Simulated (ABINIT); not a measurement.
Input of an ABINIT 10.8.3 (patched build) run:

Contents of run.abi:

```
pp_dirpath "./"
pseudos "Se.GGA_PBE-JTH.xml"

acell 8.2509222053 8.2509222053 9.3609473309
rprim
     1.0000000000     0.0000000000     0.0000000000
    -0.5000000000     0.8660254038     0.0000000000
     0.0000000000     0.0000000000     1.0000000000
ntypat 1
znucl 34
natom 3
typat 1 1 1
xred
     0.7746000000     0.7746000000     0.0000000000
     0.0000000000     0.2254000000     0.6666666667
     0.2254000000     0.0000000000     0.3333333333

ecut 18.0
pawecutdg 36.0

kptopt 1
ngkpt 6 6 5
nshiftk 1
shiftk 0.0 0.0 0.0

ixc -497498
usekden 1
pawxcdev 0

nband 13
occopt 3
tsmear 0.05 eV

nstep 100
tolvrs 1.0e-7

iomode 3
prtwf 0
prtden 0
prteig 0
prtebands 0
enunit 1
```

Potentials or basis: JTH PAW PBE v2.0.

Run with:

```sh
$ abinit run.abi > log 2>&1
```

Q: What does it give for the band gap on the k mesh?

A: 1.56 eV, indirect (least direct gap 1.77 eV).

Q: Predict the pressure.

A: 1.5 GPa.

Stress tensor (GPa, compression positive):
```
1.24 0.00 0.00
0.00 1.24 0.00
0.00 0.00 2.07
```

Caveat: the PAW data sets were made with another functional, which shifts forces and pressure a little; an odd mesh through Γ misses points on the zone boundary, where band edges often lie.
